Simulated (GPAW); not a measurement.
# CuO (P4/nmm) in GPAW: single point with TB-mBJ

Aim: the single point of CuO with TB-mBJ.

All numbers are computed with GPAW 26.7.0; they aren't measurements. Logs are shortened: lines on timing, memory, paths and dates and some standing lists are left out, and cuts for length are marked. The log counts tension as positive stress, the text compression.

### 1 Starting point

It takes space group P4/nmm (No. 129, tetragonal). Conventional cell: a = 3.175 Å, b = 3.175 Å, c = 4.650 Å, α = 90.00°, β = 90.00°, γ = 90.00°. Cu (site symmetry -4m2) is surrounded by 4 O at 2.02 Å and 4 Cu at 2.25 Å. Around O (site symmetry 4mm) lie 4 Cu at 2.02 Å.

The cell was built by a generator and needn't be a form met in nature.

### 2 Single point, TB-mBJ

Input file run.py:

```python
from ase.dft.bandgap import bandgap
from ase.io import read, write
from gpaw import GPAW, PW

atoms = read('CuO.cif')

calc = GPAW(mode=PW(800),
            xc='TB09',
            kpts={'size': (6, 6, 4), 'gamma': True},
            occupations={'name': 'fermi-dirac', 'width': 0.05},
            nbands=33,
            convergence={'density': 1e-05, 'energy': 1e-05},
            eigensolver='cg',
            maxiter=150,
            txt='gpaw.txt')
atoms.calc = calc
energy = atoms.get_potential_energy()
calc.write('gs.gpw')
write('result.traj', atoms)
print('Fermi level:', round(calc.get_fermi_level(), 4), 'eV')
print(f'Gap: {bandgap(calc)[0]:.4f} eV, direct: {bandgap(calc, direct=True)[0]:.4f} eV')
```

Input file CuO.cif:

```cif
data_CuO
_cell_length_a 3.17549550
_cell_length_b 3.17549550
_cell_length_c 4.64953187
_cell_angle_alpha 90.00000000
_cell_angle_beta 90.00000000
_cell_angle_gamma 90.00000000
_space_group_name_H-M_alt 'P1'
_space_group_name_Hall 'P 1'
_space_group_IT_number 1
loop_
_space_group_symop_operation_xyz
'x,y,z'
loop_
_atom_site_label
_atom_site_type_symbol
_atom_site_symmetry_multiplicity
_atom_site_Wyckoff_symbol
_atom_site_fract_x
_atom_site_fract_y
_atom_site_fract_z
_atom_site_occupancy
Cu1 Cu 1 a 0.0000000000 0.0000000000 0.0000000000 1
Cu2 Cu 1 a 0.5000000000 0.5000000000 0.0000000000 1
O1 O 1 a 0.5000000000 0.0000000000 0.2670000000 1
O2 O 1 a 0.0000000000 0.5000000000 0.7330000000 1
```

Potentials or basis: GPAW PAW data sets for LDA (gpaw-data 1.2.1), pw.

Started as:

```sh
$ OMP_NUM_THREADS=1 python run.py
```

gpaw.txt:

```text
___ ___ ___ _ _ _
 |   |   |_  | | | |
 | | | | | . | | | |
 |__ |  _|___|_____|  26.7.0
 |___|_|

Input parameters:
  convergence: {density: 1e-05,
                energy: 1e-05}
  eigensolver: cg
  kpts: {gamma: True,
         size: (6, 6, 4)}
  maxiter: 150
  mode: {ecut: 800.0,
         name: pw}
  nbands: 33
  occupations: {name: fermi-dirac,
                width: 0.05}
  xc: TB09

System changes: positions, numbers, cell, pbc, initial_charges, initial_magmoms

Initialize ...

species:
  Cu:
    name:    Copper
    Z:       29.0
    valence: 11
    core:    18
    charge:  0.0  # [|e|]
    compensation charges:
      type: gauss
      rc: 0.33  # [Å]
      lmax: 2
    cutoffs:
      filter: 2.06  # [Å]
      core: 2.43  # [Å]
    projectors
    | kind |    occ | energy [eV] | rcut [Å] |
    |------|--------|-------------|----------|
    |   4s |  1.000 |      -4.857 |    1.164 |
    |   4p |  0.000 |      -0.783 |    1.164 |
    |   3d | 10.000 |      -5.324 |    1.058 |
    |    s |        |      22.354 |    1.164 |
    |    p |        |      26.429 |    1.164 |
    |    d |        |      21.887 |    1.058 |

    Using partial waves for Cu as LCAO basis

  O:
    name:    Oxygen
    Z:       8.0
    valence: 6
    core:    2
    charge:  0.0  # [|e|]
    compensation charges:
      type: gauss
      rc: 0.21  # [Å]
      lmax: 2
    cutoffs:
      filter: 1.17  # [Å]
      core: 0.83  # [Å]
    projectors
    | kind |    occ | energy [eV] | rcut [Å] |
    |------|--------|-------------|----------|
    |   2s |  2.000 |     -23.752 |    0.688 |
    |   2p |  4.000 |      -9.195 |    0.598 |
    |    s |        |       3.459 |    0.688 |
    |    p |        |      18.016 |    0.598 |
    |    d |        |       0.000 |    0.619 |

    Using partial waves for O as LCAO basis

Reference energy: -93958.010232  # eV

Spin-paired calculation

Convergence criteria:
 Maximum [total energy] change in last 3 cyles: 1e-05 eV / valence electron
 Maximum integral of absolute [dens]ity change: 1e-05 electrons / valence electron
 Maximum integral of absolute [eigenst]ate change: 4e-08 eV^2 / valence electron
 Maximum number of scf [iter]ations: 150
 (Square brackets indicate name in SCF output, whereas a 'c' in
 the SCF output indicates the quantity has converged.)

Symmetries present (total): 8

  ( 1  0  0)  ( 1  0  0)  ( 0  1  0)  ( 0  1  0)  ( 0 -1  0)  ( 0 -1  0)
  ( 0  1  0)  ( 0 -1  0)  ( 1  0  0)  (-1  0  0)  ( 1  0  0)  (-1  0  0)
  ( 0  0  1)  ( 0  0  1)  ( 0  0 -1)  ( 0  0 -1)  ( 0  0 -1)  ( 0  0 -1)

  (-1  0  0)  (-1  0  0)
  ( 0  1  0)  ( 0 -1  0)
  ( 0  0  1)  ( 0  0  1)

144 k-points: 6 x 6 x 4 Monkhorst-Pack grid + [1/12,1/12,1/8]
30 k-points in the irreducible part of the Brillouin zone
       k-points in crystal coordinates                weights
   0:     0.00000000    0.00000000    0.00000000          1/144
   1:     0.00000000    0.00000000    0.25000000          2/144
   2:     0.00000000    0.00000000    0.50000000          1/144
   3:     0.16666667    0.00000000    0.00000000          4/144
   4:     0.16666667    0.00000000    0.25000000          8/144
   5:     0.16666667    0.00000000    0.50000000          4/144
   6:     0.16666667    0.16666667    0.00000000          4/144
   7:     0.16666667    0.16666667    0.25000000          8/144
   8:     0.16666667    0.16666667    0.50000000          4/144
   9:     0.33333333    0.00000000    0.00000000          4/144
          ...
  29:     0.50000000    0.50000000    0.50000000          1/144

Wave functions: Plane wave expansion
  Cutoff energy: 800.000 eV
  Number of coefficients (min, max): 2392, 2442
  Pulay-stress correction: 0.000000 eV/Ang^3 (de/decut=0.000000)
  Using FFTW library
  ScaLapack parameters: grid=1x1, blocksize=None
  Wavefunction extrapolation:
    Improved wavefunction reuse through dual PAW basis

Occupation numbers: Fermi-Dirac:
  width: 0.0500  # eV

Eigensolver
   CG(niter=4, rtol=3.0e-01)

Densities:
  Coarse grid: 21*21*32 grid
  Fine grid: 42*42*64 grid
  Total Charge: 0.000000

Density mixing:
  Method: separate
  Backend: msr1
  Linear mixing parameter: 0.05
  old densities: 10
  Width of damping distribution: 1.1
  Damping of long wavelength oscillations: 20

Hamiltonian:
  XC and Coulomb potentials evaluated on a 42*42*64 grid
  Using the TB09 Exchange-Correlation functional
  External potential:
    NoExternalPotential

XC parameters: TB09 with 2 nearest neighbor stencil

Number of atoms: 4
Number of atomic orbitals: 26
Number of bands in calculation: 33
Number of valence electrons: 34
Bands to converge: occupied

... initialized

Initializing position-dependent things.

Density initialized from atomic densities
Creating initial wave functions:
  26 bands from LCAO basis set
  7 bands from random numbers

   .-------.
  /|       |
 * |       |
 |O|       |
 | |       |
 | |       |
 | .-O-----.
 |/   Cu  /
 Cu------*

Atomic positions and initial magnetic moments

Positions:
   0 Cu     0.000000    0.000000    0.000000    ( 0.0000,  0.0000,  0.0000)
   1 Cu     1.587748    1.587748    0.000000    ( 0.0000,  0.0000,  0.0000)
   2 O      1.587748    0.000000    1.241425    ( 0.0000,  0.0000,  0.0000)
   3 O      0.000000    1.587748    3.408107    ( 0.0000,  0.0000,  0.0000)

Unit cell:
           periodic     x           y           z      points  spacing
  1. axis:    yes    3.175495    0.000000    0.000000    21     0.1512
  2. axis:    yes    0.000000    3.175495    0.000000    21     0.1512
  3. axis:    yes    0.000000    0.000000    4.649532    32     0.1453

  Lengths:   3.175495   3.175495   4.649532
  Angles:   90.000000  90.000000  90.000000

Effective grid spacing dv^(1/3) = 0.1492

iter:   1  3913.316707
iter:   2  3942.673138   +2.13  -0.79
iter:   3  3942.358697   +1.15  -1.31
iter:   4  3943.156310   +0.24  -1.17
iter:   5  3944.183455   -0.47  -1.27
iter:   6  3947.865795   -0.08  -1.16
iter:   7  3944.408627   +0.35  -1.13
iter:   8  3951.819446   -0.22  -1.33
iter:   9  3960.702829   -0.06  -1.22
iter:  10  3967.376797   -0.47  -1.85
[... 59 further cycles ...]
iter:  70  3968.048393   -7.67c -5.27c
iter:  71  3968.049854   -7.33  -5.29c
iter:  72  3968.048984   -7.61c -5.21c
iter:  73  3968.049409   -7.60c -5.48c
iter:  74  3968.048638   -7.93c -5.40c
iter:  75  3968.049364   -7.88c -5.46c
iter:  76  3968.049082   -7.93c -5.38c
iter:  77  3968.049812   -8.05c -5.58c
iter:  78  3968.049925   -8.13c -5.50c
iter:  79  3968.049977c  -8.52c -5.34c

Converged after 79 iterations.

Dipole moment: (-0.000000, -0.000000, -0.000000) |e|*Ang

Energy contributions relative to reference atoms: (reference = -93958.010232)

Kinetic:        +98.734598
Potential:      -84.710442
External:        +0.000000
XC:            +3954.802781
Entropy (-ST):   -0.053759
Local:           -0.750080
SIC:             +0.000000
--------------------------
Free energy:   +3968.023098
Extrapolated:  +3968.049977

Showing only first 2 kpts
 Kpt  Band  Eigenvalues  Occupancy
  0    15      5.14694    1.99922
  0    16      5.99854    0.00021
  0    17      5.99854    0.00021
  0    18      8.11914    0.00000

  1    15      4.96146    1.99998
  1    16      5.92930    0.00082
  1    17      5.92930    0.00082
  1    18      8.74324    0.00000

Fermi level: 5.53953

No gap
No difference between direct/indirect transitions
Writing to gs.gpw (mode='')
```

It took 5.5 min on 1 thread of Arm Neoverse V2, shared host; peak memory 0.3 GiB.

Results:

```
Band gap on the k mesh : none (metal or under the smearing width)
```

Levels at points of the mesh, in eV from the Fermi level:
```
           k point  band 14  band 15  band 16  band 17  band 18  band 19  band 20  band 21
(0.00, 0.00, 0.00)    -0.85    -0.59    -0.39     0.46     0.46     2.58     7.85    12.74
(0.00, 0.00, 0.50)    -0.77    -0.71    -0.59     0.31     0.31     3.89     7.10    12.73
(0.50, 0.00, 0.00)    -2.35    -0.24    -0.24     0.03     0.03     6.59     6.59    12.26
(0.50, 0.00, 0.50)    -2.39     0.02     0.02     0.06     0.06     6.53     6.53    11.46
(0.50, 0.50, 0.00)    -1.53    -1.44    -1.44    -0.56    -0.56     6.89     6.89    10.81
(0.50, 0.50, 0.50)    -1.72    -1.44    -1.44    -0.47    -0.47     7.72     7.72    10.81
```

Caveat: a model potential gives levels but no total energy; the run has no spin polarisation, though such a crystal can be magnetic; semilocal functionals often make such compounds metallic where correlation or magnetic order opens a gap, which also shifts bond lengths.
